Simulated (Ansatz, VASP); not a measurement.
# Cross-check of AlN (AlN (P6_3mc)) between VASP and Ansatz, part 2 of 3

Wanted: the spread between two codes on one cell, functional and k mesh. Of the first pair: The cell is taken from a series of runs on this material, whose earlier steps may have relaxed, scaled, displaced or heated it; both programs get it as it stands.

VASP 6.6.1 and Ansatz 0.2.0.

So far. Step 2 (VASP: single point, PBE, pair 1): The run ends at a pressure of -0.38 GPa, with forces up to 0.0083 eV/Å.

### Step 3. Ansatz: single point, PBE, pair 1

Level of this step: Ansatz beside VASP: Kohn-Sham DFT, plane waves, PBE (Ansatz).

Ansatz runs on its default PAW (the set named soft_2) files.

The same cell, functional, mesh and smearing now go to Ansatz.

input.yaml

```yaml
crystal:
  lattice:
    - [4.695339319853, 2.710855420254, 0.0]
    - [-4.695339319707, 2.71085542, 0.0]
    - [0.0, 0.0, 10.03596082]
  atoms:
    - { symbol: Al, position: [8.326672684689e-17, 0.3333333333333, 0.248611225] }
    - { symbol: Al, position: [0.3333333333333, 8.326672684689e-17, 0.248611225] }
    - { symbol: Al, position: [0.6666666666667, 0.6666666666667, 0.248611225] }
    - { symbol: Al, position: [1.665334536938e-16, 0.6666666666667, 0.498611225] }
    - { symbol: Al, position: [0.3333333333333, 0.3333333333333, 0.498611225] }
    - { symbol: Al, position: [0.6666666666667, 1.665334536938e-16, 0.498611225] }
    - { symbol: "N", position: [1.665334536938e-16, 0.6666666666667, 0.189388775] }
    - { symbol: "N", position: [0.3333333333333, 0.3333333333333, 0.189388775] }
    - { symbol: "N", position: [0.6666666666667, 1.665334536938e-16, 0.189388775] }
    - { symbol: "N", position: [8.326672684689e-17, 0.3333333333333, 0.439388775] }
    - { symbol: "N", position: [0.3333333333333, 8.326672684689e-17, 0.439388775] }
    - { symbol: "N", position: [0.6666666666667, 0.6666666666667, 0.439388775] }
    - { symbol: Al, position: [8.326672684689e-17, 0.3333333333333, 0.748611225] }
    - { symbol: Al, position: [0.3333333333333, 8.326672684689e-17, 0.748611225] }
    - { symbol: Al, position: [0.6666666666667, 0.6666666666667, 0.748611225] }
    - { symbol: Al, position: [1.665334536938e-16, 0.6666666666667, 0.998611225] }
    - { symbol: Al, position: [0.3333333333333, 0.3333333333333, 0.998611225] }
    - { symbol: Al, position: [0.6666666666667, 1.665334536938e-16, 0.998611225] }
    - { symbol: "N", position: [1.665334536938e-16, 0.6666666666667, 0.689388775] }
    - { symbol: "N", position: [0.3333333333333, 0.3333333333333, 0.689388775] }
    - { symbol: "N", position: [0.6666666666667, 1.665334536938e-16, 0.689388775] }
    - { symbol: "N", position: [8.326672684689e-17, 0.3333333333333, 0.939388775] }
    - { symbol: "N", position: [0.3333333333333, 8.326672684689e-17, 0.939388775] }
    - { symbol: "N", position: [0.6666666666667, 0.6666666666667, 0.939388775] }
basis:
  ecutwfc: 500.0
  ecutrho_ratio: 4
  xc_grid: 2
  fft_grid_basis: typed
  precision: f64
kpoints:
  mp_grid: { grid: [2, 2, 1] }
hamiltonian:
  pseudopotentials: { kind: paw }
scf:
  max_iter: 80
  self_checks: high
  occupations: { method: fermi_dirac, width: 0.01 }
output:
  forces: true
checkpoint:
  write: "../host.point.run"
  compress: false
  write_wavefunctions: true
  write_every: 100000
```

Launch:

```sh
ansatz run input.yaml --threads 4 --pin off --max-ram 7536MiB --backend cpu --events-out ev --progress --plain --runs-dir out
```

Numbers of over 12 decimals in the logs are rounded to 6 here.

Log:

```text
Engine: ansatz 0.2.0, x86_64-unknown-linux-gnu
Pseudopotentials: kind: paw
Pseudopotential: Al, paw, valence charge 3, recommended cutoff 420 eV (normal), Al.paw.azcp
Pseudopotential: N, paw, valence charge 5, recommended cutoff 420 eV (normal), N.paw.azcp
Functional definition: PBE
  parameter kappa = 0.804
  parameter beta = 0.066725
  exchange = pbe_x(kappa = kappa, mu = beta*pi^2/3)
  correlation = pbe_c(beta = beta)
Crystal: 24 atoms, lattice volume = 255.483 Å³
Basis set: ecut = 500 eV, 6421 PW (Γ), exchange–correlation on 80×80×150 points (8 copies of the dense FFT grid, shifted against one another)
Bands: 72, of which v1, the nominal top of the filled ones, is band 48 counted from 1 (47 counted from 0)
Symmetry: 72 space group operations
Space group: P63mc (ITA 186), of the structure as read, at distance tolerance 6.3e-5 Å
k-points: 2 of 4
Non-local potential: Al, projectors of the file, l = 0: 2, l = 1: 2, l = 2: 1
Non-local potential: N, projectors of the file, l = 0: 2, l = 1: 2, l = 2: 1
PAW form: soft (Blöchl's): semilocal exchange-correlation on the pseudo side does not see the compensation charge
PAW one-centre angular grid: Al, 110 points (default); XC on 64 Gauss nodes
PAW one-centre angular grid: N, 110 points (default); XC on 64 Gauss nodes
Initial density: superposition of atomic densities (neutral atoms: chi_scale 0, normalization atom), corrected by the library's trained network
Initial wavefunctions: pseudopotential atomic-orbital guess
Functional: x = pbe(κ = 0.804, μ = 0.219515), c = pbe(β = 0.066725)
SCF iter   1: F=—  HF=-11090.984161 eV  |F-HF|=—  |Δ(HF+E_count)|=         —  Δρ=9.14e-4  dr2=4.71e-4  ethr=1.77e-3  ⟨swp⟩=6.0  Hψ=623  notcnv=0  defer=12
preconditioner: auto → Resta (q_TF=auto, 2.318 Å⁻¹)  ε∞=4.1  [insulator: Δε(μ)=4.031 eV  Ē_g=12.975 eV  σ=0.010 eV  W_gap=1.00  n_scr=48 (ndim 8)  ℏωp=22.8 eV  f_vac=0.000  D(μ)=0.00/eV (n_scr^D=0)  ε∞_Penn≈4.1]
SCF iter   2: F=—  HF=-11090.984657 eV  |F-HF|=—  |Δ(HF+E_count)|=   4.96e-4  Δρ=4.88e-4  dr2=1.80e-4  ethr=4.91e-7  ⟨swp⟩=2.5  Hψ=269  notcnv=0  defer=36
SCF iter   3: F=—  HF=-11090.985090 eV  |F-HF|=—  |Δ(HF+E_count)|=   4.33e-4  Δρ=1.56e-4  dr2=3.18e-5  ethr=1.88e-7  ⟨swp⟩=2.0  Hψ=193  notcnv=0  defer=36
SCF iter   4: F=—  HF=-11090.985115 eV  |F-HF|=—  |Δ(HF+E_count)|=   2.45e-5  Δρ=2.96e-5  dr2=1.52e-6  ethr=3.31e-8  ⟨swp⟩=2.0  Hψ=187  notcnv=0  defer=36
iter 5 did not close the SCF: its close was put off for the readings that it lacked (scf_convergence_deferred on its scf_iter line)
SCF iter   5: F=-11090.985115 eV  HF=-11090.985115 eV  |F-HF|=1.05e-7  |Δ(HF+E_count)|=   7.92e-7  Δρ=5.93e-6  dr2=6.34e-8  ethr=1.58e-9  ⟨swp⟩=2.0  Hψ=190  notcnv=0  defer=36
SCF iter   6: F=-11090.985115 eV  HF=-11090.985116 eV  |F-HF|=3.20e-9  |Δ(HF+E_count)|=   1.21e-7  Δρ=2.20e-6  dr2=8.21e-9  ethr=6.61e-11  ⟨swp⟩=13.0  Hψ=717  notcnv=0
SCF 1 converged in 6 iterations: F = -11090.985115 eV  dr2 = 8.21e-9
  greatest PAW one-centre occupation: 0.786 electrons in one spin orbital (limit 2), on the N atom at site 20 (counted from 0), in its partial waves of l = 0
SCF converged after 6 iterations
Free energy (F): -11090.985115 eV
Harris-Foulkes:  -11090.985116 eV  (|F-HF|=3.20e-9)
Internal energy: -11090.985115 eV  (E = F + TS)
E sigma→0 (E₀):  -11090.985115 eV
Fermi energy:    8.966359 eV
--- Per-component energies (eV) ---
  E_band       = 167.775793
  E_kinetic    = 1903.292324
  E_local      = -2710.226993  (includes V_loc(G=0)·N_el)
  E_nonlocal   = 663.906551
  E_hartree    = 940.335731
  E_xc         = -1219.136960
  E_vxc        = -1291.819130  (∫ρ·V_xc dr)
  E_paw        = -7140.848595  (= ΣΔE_a)
  E_vpaw       = -278.052674  (= ΣTr[D̂ρ^β])
  E_aug_tail   = 0.000202  (compensation charges beyond the density's cutoff)
  E_ewald      = -3528.307376
  E_smearing   = -0.000000  (= −TS)
  E_closure    = -0.000000  (closes the sum)
  Σ components = -11090.985115   (vs F -11090.985115, Δ=0.00e0)
--- Forces (eV/Å), atoms counted from 1 ---
  atom   1  Al     0.00000000     0.00000000    -0.00895253
  atom   2  Al     0.00000000    -0.00000000    -0.00895253
  atom   3  Al     0.00000000    -0.00000000    -0.00895253
  atom   4  Al    -0.00000000     0.00000000    -0.00895253
  atom   5  Al    -0.00000000     0.00000000    -0.00895253
  atom   6  Al    -0.00000000    -0.00000000    -0.00895253
  atom   7  N      0.00000000    -0.00000000     0.00895588
  atom   8  N      0.00000000     0.00000000     0.00895588
  atom   9  N      0.00000000     0.00000000     0.00895588
  atom  10  N     -0.00000000     0.00000000     0.00895588
  atom  11  N     -0.00000000     0.00000000     0.00895588
  atom  12  N     -0.00000000     0.00000000     0.00895588
  atom  13  Al     0.00000000     0.00000000    -0.00895253
  atom  14  Al     0.00000000     0.00000000    -0.00895253
  atom  15  Al     0.00000000     0.00000000    -0.00895253
  atom  16  Al    -0.00000000     0.00000000    -0.00895253
  atom  17  Al    -0.00000000     0.00000000    -0.00895253
  atom  18  Al    -0.00000000    -0.00000000    -0.00895253
  atom  19  N      0.00000000    -0.00000000     0.00895588
  atom  20  N      0.00000000    -0.00000000     0.00895588
  atom  21  N      0.00000000     0.00000000     0.00895588
  atom  22  N     -0.00000000     0.00000000     0.00895588
  atom  23  N     -0.00000000     0.00000000     0.00895588
  atom  24  N     -0.00000000     0.00000000     0.00895588
  max |Σ_I F_I| component: 4.02e-5 eV/Å
--- Band table (eV) ---
  k-point 0: bands = [... 44 lower, 6.4177, 6.7471, 6.7471, 6.9493, 10.9834, 11.9972, 11.9972, 13.2558, ... 20 higher]
  k-point 1: bands = [... 44 lower, 6.0694, 6.2702, 6.3683, 6.3683, 12.1975, 12.1975, 12.7084, 12.7144, ... 20 higher]
```

### Step 4. Side by side

Known differences besides the potentials themselves: the cutoff is 500 eV in Ansatz and 520 eV in VASP. Total energies have different zeros and are not compared.

The two programs side by side:

```
              quantity  Ansatz   VASP  difference
gap on the k mesh (eV)   4.034  4.042      -0.008
```

A gap on the mesh is an upper bound, since the band edges may lie between its points.

### Step 5. Ansatz: relaxation, PBE

The two programs are compared at the cell with which this relaxation starts, whose forces are those of its first step. This pair takes another cell of the material, with 96 atoms against 24 for the pair before.

The structure compared here is the start of the Ansatz relaxation; VASP solves that cell, so the two are compared at the walk's first step.

input.yaml

```yaml
crystal:
  lattice:
    - [9.3906786349, 5.4217108377, 0.0]
    - [-9.3906786349, 5.4217108377, 0.0]
    - [0.0, 0.0, 10.0359608281]
  atoms:
    - { symbol: Al, position: [0.0, 0.1666666666, 0.2486112238] }
    - { symbol: Al, position: [0.1666666666, 0.0, 0.2486112238] }
    - { symbol: Al, position: [0.3333333334, 0.3333333334, 0.2486112238] }
    - { symbol: Al, position: [0.0, 0.3333333334, 0.4986112238] }
    - { symbol: Al, position: [0.1666666666, 0.1666666666, 0.4986112238] }
    - { symbol: Al, position: [0.3333333334, 0.0, 0.4986112238] }
    - { symbol: "N", position: [0.0, 0.3333333334, 0.1893887762] }
    - { symbol: "N", position: [0.1666666666, 0.1666666666, 0.1893887762] }
    - { symbol: "N", position: [0.3333333334, 0.0, 0.1893887762] }
    - { symbol: "N", position: [0.0, 0.1666666666, 0.4393887762] }
    - { symbol: "N", position: [0.1666666666, 0.0, 0.4393887762] }
    - { symbol: "N", position: [0.3333333334, 0.3333333334, 0.4393887762] }
    - { symbol: Al, position: [0.0, 0.1666666666, 0.7486112238] }
    - { symbol: Al, position: [0.1666666666, 0.0, 0.7486112238] }
    - { symbol: Al, position: [0.3333333334, 0.3333333334, 0.7486112238] }
    - { symbol: Al, position: [0.0, 0.3333333334, 0.9986112238] }
    - { symbol: Al, position: [0.1666666666, 0.1666666666, 0.9986112238] }
    - { symbol: Al, position: [0.3333333334, 0.0, 0.9986112238] }
    - { symbol: "N", position: [0.0, 0.3333333334, 0.6893887762] }
    - { symbol: "N", position: [0.1666666666, 0.1666666666, 0.6893887762] }
    - { symbol: "N", position: [0.3333333334, 0.0, 0.6893887762] }
    - { symbol: "N", position: [0.0, 0.1666666666, 0.9393887762] }
    - { symbol: "N", position: [0.1666666666, 0.0, 0.9393887762] }
    - { symbol: "N", position: [0.3333333334, 0.3333333334, 0.9393887762] }
    - { symbol: Al, position: [0.0, 0.6666666666, 0.2486112238] }
    - { symbol: Al, position: [0.1666666666, 0.5, 0.2486112238] }
    - { symbol: Al, position: [0.3333333334, 0.8333333333, 0.2486112238] }
    - { symbol: Al, position: [0.0, 0.8333333333, 0.4986112238] }
    - { symbol: Al, position: [0.1666666666, 0.6666666666, 0.4986112238] }
    - { symbol: Al, position: [0.3333333334, 0.5, 0.4986112238] }
    - { symbol: "N", position: [0.0, 0.8333333333, 0.1893887762] }
    - { symbol: "N", position: [0.1666666666, 0.6666666666, 0.1893887762] }
    - { symbol: "N", position: [0.3333333334, 0.5, 0.1893887762] }
    - { symbol: "N", position: [0.0, 0.6666666666, 0.4393887762] }
    - { symbol: "N", position: [0.1666666666, 0.5, 0.4393887762] }
    - { symbol: "N", position: [0.3333333334, 0.8333333333, 0.4393887762] }
    - { symbol: Al, position: [0.0, 0.6666666666, 0.7486112238] }
    - { symbol: Al, position: [0.1666666666, 0.5, 0.7486112238] }
    - { symbol: Al, position: [0.3333333334, 0.8333333333, 0.7486112238] }
    - { symbol: Al, position: [0.0, 0.8333333333, 0.9986112238] }
    - { symbol: Al, position: [0.1666666666, 0.6666666666, 0.9986112238] }
    - { symbol: Al, position: [0.3333333334, 0.5, 0.9986112238] }
    - { symbol: "N", position: [0.0, 0.8333333333, 0.6893887762] }
    - { symbol: "N", position: [0.1666666666, 0.6666666666, 0.6893887762] }
    - { symbol: "N", position: [0.3333333334, 0.5, 0.6893887762] }
    - { symbol: "N", position: [0.0, 0.6666666666, 0.9393887762] }
    - { symbol: "N", position: [0.1666666666, 0.5, 0.9393887762] }
    - { symbol: "N", position: [0.3333333334, 0.8333333333, 0.9393887762] }
    - { symbol: Al, position: [0.5, 0.1666666666, 0.2486112238] }
    - { symbol: Al, position: [0.6666666666, 0.0, 0.2486112238] }
    - { symbol: Al, position: [0.8333333333, 0.3333333334, 0.2486112238] }
    - { symbol: Al, position: [0.5, 0.3333333334, 0.4986112238] }
    - { symbol: Al, position: [0.6666666666, 0.1666666666, 0.4986112238] }
    - { symbol: Al, position: [0.8333333333, 0.0, 0.4986112238] }
    - { symbol: "N", position: [0.5, 0.3333333334, 0.1893887762] }
    - { symbol: "N", position: [0.6666666666, 0.1666666666, 0.1893887762] }
    - { symbol: "N", position: [0.8333333333, 0.0, 0.1893887762] }
    - { symbol: "N", position: [0.5, 0.1666666666, 0.4393887762] }
    - { symbol: "N", position: [0.6666666666, 0.0, 0.4393887762] }
    - { symbol: "N", position: [0.8333333333, 0.3333333334, 0.4393887762] }
    - { symbol: Al, position: [0.5, 0.1666666666, 0.7486112238] }
    - { symbol: Al, position: [0.6666666666, 0.0, 0.7486112238] }
    - { symbol: Al, position: [0.8333333333, 0.3333333334, 0.7486112238] }
    - { symbol: Al, position: [0.5, 0.3333333334, 0.9986112238] }
    - { symbol: Al, position: [0.6666666666, 0.1666666666, 0.9986112238] }
    - { symbol: Al, position: [0.8333333333, 0.0, 0.9986112238] }
    - { symbol: "N", position: [0.5, 0.3333333334, 0.6893887762] }
    - { symbol: "N", position: [0.6666666666, 0.1666666666, 0.6893887762] }
    - { symbol: "N", position: [0.8333333333, 0.0, 0.6893887762] }
    - { symbol: "N", position: [0.5, 0.1666666666, 0.9393887762] }
    - { symbol: "N", position: [0.6666666666, 0.0, 0.9393887762] }
    - { symbol: "N", position: [0.8333333333, 0.3333333334, 0.9393887762] }
    - { symbol: Al, position: [0.5, 0.6666666666, 0.2486112238] }
    - { symbol: Al, position: [0.6666666666, 0.5, 0.2486112238] }
    - { symbol: Al, position: [0.8333333333, 0.8333333333, 0.2486112238] }
    - { symbol: Al, position: [0.5, 0.8333333333, 0.4986112238] }
    - { symbol: Al, position: [0.6666666666, 0.6666666666, 0.4986112238] }
    - { symbol: Al, position: [0.8333333333, 0.5, 0.4986112238] }
    - { symbol: "N", position: [0.5, 0.8333333333, 0.1893887762] }
    - { symbol: "N", position: [0.6666666666, 0.6666666666, 0.1893887762] }
    - { symbol: "N", position: [0.8333333333, 0.5, 0.1893887762] }
    - { symbol: "N", position: [0.5, 0.6666666666, 0.4393887762] }
    - { symbol: "N", position: [0.6666666666, 0.5, 0.4393887762] }
    - { symbol: "N", position: [0.8333333333, 0.8333333333, 0.4393887762] }
    - { symbol: Al, position: [0.5, 0.6666666666, 0.7486112238] }
    - { symbol: Al, position: [0.6666666666, 0.5, 0.7486112238] }
    - { symbol: Al, position: [0.8333333333, 0.8333333333, 0.7486112238] }
    - { symbol: Al, position: [0.5, 0.8333333333, 0.9986112238] }
    - { symbol: Al, position: [0.6666666666, 0.6666666666, 0.9986112238] }
    - { symbol: Al, position: [0.8333333333, 0.5, 0.9986112238] }
    - { symbol: "N", position: [0.5, 0.8333333333, 0.6893887762] }
    - { symbol: "N", position: [0.6666666666, 0.6666666666, 0.6893887762] }
    - { symbol: "N", position: [0.8333333333, 0.5, 0.6893887762] }
    - { symbol: "N", position: [0.5, 0.6666666666, 0.9393887762] }
    - { symbol: "N", position: [0.6666666666, 0.5, 0.9393887762] }
    - { symbol: "N", position: [0.8333333333, 0.8333333333, 0.9393887762] }
basis:
  ecutwfc: 500
  xc_grid: 2
hamiltonian:
  xc: pbe
kpoints:
  mp_grid: { grid: [1, 1, 1] }
scf:
  occupations: { method: fermi_dirac, width: 0.01 }
  max_iter: 80
output:
  forces: true
relax:
  f_tol: 0.01
  max_steps: 120
  random_displacement: { amplitude: 0.08, seed: 57 }
checkpoint:
  write: "../pristine.rattled.run"
  compress: false
  write_wavefunctions: false
  write_every: 100000
```

Log:

```text
[...]
Crystal: 96 atoms, lattice volume = 1021.933 Å³
Basis set: ecut = 500 eV, 25969 PW (Γ), exchange–correlation on 160×160×150 points (8 copies of the dense FFT grid, shifted against one another)
Bands: 288, of which v1, the nominal top of the filled ones, is band 192 counted from 1 (191 counted from 0)
Symmetry: 1 space group operations
k-points: 1
[...]
SCF iter   1: F=—  HF=-44357.318437 eV  |F-HF|=—  |Δ(HF+E_count)|=         —  Δρ=1.27e-3  dr2=2.72e-2  ethr=1.77e-3  ⟨swp⟩=6.0  Hψ=1326  notcnv=0  defer=43
[...]
- { symbol: N, position: [-0.000214678, 0.333412, 0.689973] }
    - { symbol: N, position: [0.166452, 0.166745, 0.689974] }
[...]
- { symbol: Al, position: [0.833119, 0.833412, 0.749119] }
    - { symbol: Al, position: [0.499783, 0.833411, 0.999123] }
    - { symbol: Al, position: [0.666453, 0.666747, 0.999124] }
    - { symbol: Al, position: [0.833116, 0.500077, 0.999119] }
[...]
- { symbol: N, position: [0.833115, 0.500077, 0.689972] }
    - { symbol: N, position: [0.499786, 0.666747, 0.939978] }
    - { symbol: N, position: [0.666449, 0.500078, 0.939976] }
    - { symbol: N, position: [0.833119, 0.833412, 0.939972] }
```

### Step 6. VASP: single point, PBE, start cell, pair 2

The same cell, functional, mesh and smearing now go to VASP, with its own data sets.

INCAR

```
SYSTEM = AlN
PREC = Accurate
ENCUT = 520
EDIFF = 1E-06
NELM = 120
ISMEAR = -1
SIGMA = 0.01
LREAL = Auto
ALGO = Normal
GGA = PE
NBANDS = 264
LORBIT = 11
LWAVE = .FALSE.
LCHARG = .FALSE.
ISIF = 2
LASPH = .TRUE.
GGA_COMPAT = .FALSE.
EFERMI = MIDGAP
NCORE = 2
```

POSCAR

```
AlN
1.0
    9.3906786349      5.4217108377      0.0000000000
   -9.3906786349      5.4217108377      0.0000000000
    0.0000000000      0.0000000000     10.0359608281
Al N
48 48
Direct
    0.9962528794      0.1601691478      0.2537385352
    0.1750291767      0.0049142082      0.2499102022
    0.3285865407      0.3335063129      0.2546316236
    0.0072213686      0.3393622203      0.4952859108
    0.1674956767      0.1644417973      0.5060144302
    0.3384594538      0.0010073778      0.5047520698
    0.0036117508      0.1706919014      0.7554208441
    0.1624666394      0.9915378852      0.7476913400
    0.3269462429      0.3347563280      0.7468950037
    0.9978073911      0.3391993314      0.9969542699
    0.1749625941      0.1712059966      0.0003739724
    0.3400961515      0.9997056297      0.0013908157
    0.9916892693      0.6628895355      0.2469075002
    0.1671039664      0.4939707584      0.2528307995
    0.3299077695      0.8284920766      0.2421426350
    0.9943769190      0.8269514649      0.4940310235
    0.1655537353      0.6695217853      0.4916204920
    0.3400129534      0.4989015767      0.4973937310
    0.0054943585      0.6745422776      0.7511425293
    0.1730577208      0.4983253738      0.7483089192
    0.3410477997      0.8358626241      0.7455489443
    0.9973315470      0.8341321985      0.0058220805
    0.1629006994      0.6623496937      0.0052602011
    0.3395648397      0.4988583326      0.0015066990
    0.4946274791      0.1602960508      0.2533466445
    0.6747050531      0.0043615940      0.2459974727
    0.8388644030      0.3371522070      0.2426561883
    0.4951851712      0.3360316043      0.4950316253
    0.6622379869      0.1698202204      0.4950428848
    0.8414960127      0.0038563377      0.4963428102
[... 60 atom lines left out ...]
    0.4952652601      0.8351669993      0.6942170380
    0.6674042696      0.6725718408      0.6946122169
    0.8248272810      0.4956162495      0.6889714018
    0.5018701775      0.6745415108      0.9373252010
    0.6729407816      0.5041708703      0.9446641096
    0.8357461613      0.8383246757      0.9329295082
```

KPOINTS

```
Automatic mesh
0
Gamma
1 1 1
0 0 0
```

The projector-augmented-wave data sets are Al and N (PBE family, release 64).

Launch:

```sh
mpirun -np 8 vasp_gam
```

Log:

```text
[banner, memory and clock lines left out]
running    8 mpi-ranks, on    1 nodes
[...]
LDA part: xc-table for (Slater+PW92), standard interpolation
 POSCAR, INCAR and KPOINTS ok, starting setup
[...]
entering main loop
       N       E                     dE             d eps       ncg     rms          rms(c)
DAV:   1     0.270999901228E+04    0.27100E+04   -0.20273E+05   528   0.140E+03
DAV:   2    -0.519491223215E+03   -0.32295E+04   -0.30312E+04   688   0.313E+02
DAV:   3    -0.816621653495E+03   -0.29713E+03   -0.29442E+03   632   0.986E+01
DAV:   4    -0.822809052473E+03   -0.61874E+01   -0.61629E+01   640   0.156E+01
[...]
DAV:  14    -0.707632608894E+03   -0.19492E-05   -0.41835E-05   648   0.178E-02    0.200E-02
DAV:  15    -0.707632617489E+03   -0.85945E-05   -0.28883E-05   576   0.111E-02    0.705E-03
DAV:  16    -0.707632617244E+03    0.24471E-06   -0.19172E-06   432   0.368E-03
   1 F= -.70763262E+03 E0= -.70763262E+03  d E =0.000000E+00
```

From OUTCAR (step 6):

```text
  FREE ENERGIE OF THE ION-ELECTRON SYSTEM (eV)
  ---------------------------------------------------
  free  energy   TOTEN  =      -707.6326172440 eV

  energy  without entropy=     -707.6326172440  energy(sigma->0) =     -707.63261724
```

The run ends at a pressure of 1.52 GPa, with forces up to 4.3 eV/Å.

(Continued in part 3 of 3.)

[Lines on the potential files, build, host, timing and source positions are cut from VASP's logs without a mark.]

[Logs are printed without paths, hosts, clocks, repeated set-up lines and the standing remarks that a program may print on its own settings, such as how far it seeks lower states.]

[Hosts, paths, dates, database ids (printed as entryN), source tags and the programs' standing remarks are cut or masked in the printed files.]
